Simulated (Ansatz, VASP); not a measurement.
B3N: VASP beside Ansatz

```xyz
4
Lattice="2.4627 0.0000 0.0000 0.0000 2.4627 0.0000 0.0000 0.0000 4.4461" Properties=species:S:1:pos:R:3 pbc="T T T"
B     1.2314    0.0000    3.1298
B     0.0000    0.0000    0.0000
B     0.0000    1.2314    1.3163
N     1.2314    1.2314    2.2231
```

Change from the starting cell: built by hand: ordered boron-substituted zinc blende along 001 (P-4m2, No. 115).

Alike in both runs: functional PBE; k mesh 14 × 14 × 8; occupations gaussian, width 0.1 eV; no spin polarisation.

Ansatz relaxed the structure, and its values are those at the end. VASP's run is a single point on that final structure, the one shown.

|  | VASP | Ansatz |
| --- | --- | --- |
| version | VASP 6.6.1 | Ansatz 0.2.0 |
| potentials or method | VASP PAW PBE potentials, release 64 (B, N) | scalar-relativistic, plane waves, PAW |
| plane-wave cutoff (eV) | 520 | 420 |
| valence electrons in the cell | 14 | 14 |

Ansatz gave:

```
gap on the k mesh at the Fermi level (eV) : none
pressure (GPa)                            : 0.0
rms of the force components (eV/Å)        : 0.000
```

**Question.** What did VASP give for the same quantities?

**Answer.** gap on the k mesh at the Fermi level (eV): none; pressure (GPa): 0.2; rms of the force components (eV/Å): 0.009.

A gap of «none» marks a metal or a gap that the smearing closes.
